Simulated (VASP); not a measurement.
MnO: single point with PBE+U

The system is MnO.

```xyz
4
Lattice="3.3717 0.0000 0.0000 -1.6859 2.9200 0.0000 0.0000 0.0000 5.3855" Properties=species:S:1:pos:R:3 pbc="T T T"
Mn    0.0000    1.9467    0.0590
Mn    1.6859    0.9733    2.7518
O     0.0000    1.9467    2.0221
O     1.6859    0.9733    4.7148
```

Measurements of this composition are mostly on another form, of space group No. 225.

- Program: VASP 6.6.1
- Task: single point
- Functional: PBE
- Potentials or basis: VASP PAW PBE potentials, release 64 (Mn_pv, O)
- Cutoff: 520 eV
- k mesh: 6 × 6 × 4
- Occupations: gaussian, width 0.05 eV
- Spin: collinear spin, antiferromagnetic start
- Starting moments: [4.0, -4.0, 0.0, 0.0] μB
- Hubbard terms: Mn d U = 3 eV

The pressure is 6.2 GPa and the largest force is 0.544 eV/Å. The band gap on the k mesh is 0.46 eV, indirect (least direct gap 0.50 eV), the net moment is 0.00 μB per cell and the site moments are Mn +4.47, -4.47; O -0.06, +0.06 μB. The valence electrons inside the program's atomic spheres are Mn 11.44; O 5.03.

Forces on the atoms (eV/Å):
```
Mn   0.000  0.000 -0.544
Mn   0.000  0.000 -0.544
O    0.000  0.000  0.544
O    0.000  0.000  0.544
```

Stress tensor (GPa, compression positive):
```
4.46 0.00 0.00
0.00 4.46 0.00
0.00 0.00 9.56
```

Levels at points of the mesh, in eV from the valence-band top:
Spin up:
| k point | band 17 | band 18 | band 19 | band 20 | band 21 | band 22 |
| --- | --- | --- | --- | --- | --- | --- |
| (0.00, 0.00, 0.00) | -0.73 | -0.05 | -0.05 | 0.46 | 4.12 | 4.12 |
| (0.50, 0.00, 0.00) | -1.96 | -1.58 | -0.82 | 3.19 | 3.89 | 4.21 |
| (0.00, 0.00, 0.50) | -0.72 | 0.00 | 0.00 | 2.66 | 2.78 | 4.14 |
| (0.50, 0.00, 0.50) | -2.02 | -0.79 | -0.77 | 3.16 | 3.90 | 4.44 |
Spin down:
```tsv
k point	band 15	band 16	band 17	band 18	band 19	band 20	band 21	band 22	band 23
(0.00, 0.00, 0.00)	-2.37	-2.37	-0.73	-0.05	-0.05	0.46	4.12	4.12	4.54
(0.50, 0.00, 0.00)	-2.37	-2.29	-1.96	-1.58	-0.82	3.19	3.89	4.21	4.40
(0.00, 0.00, 0.50)	-2.27	-2.27	-0.72	0.00	0.00	2.66	2.78	4.14	4.14
(0.50, 0.00, 0.50)	-2.35	-2.17	-2.02	-0.79	-0.77	3.16	3.90	4.44	4.46
```

Eigenvalues of the final occupation matrices:
| site | spin | trace | eigenvalues |
| --- | --- | --- | --- |
| site 1 d | 1 | 4.70 | 0.93 0.94 0.94 0.94 0.94 |
| site 1 d | 2 | 0.30 | 0.03 0.03 0.07 0.07 0.09 |
| site 2 d | 1 | 0.30 | 0.03 0.03 0.07 0.07 0.09 |
| site 2 d | 2 | 4.70 | 0.93 0.94 0.94 0.94 0.94 |

Wall time 46 s on 1 thread of Intel(R) Xeon(R) Platinum 8488C (Sapphire Rapids), with other jobs on the host, peak memory 0.21 GiB.

A k mesh can miss the band edges. The state reached can hang on the start; a lower one may exist.
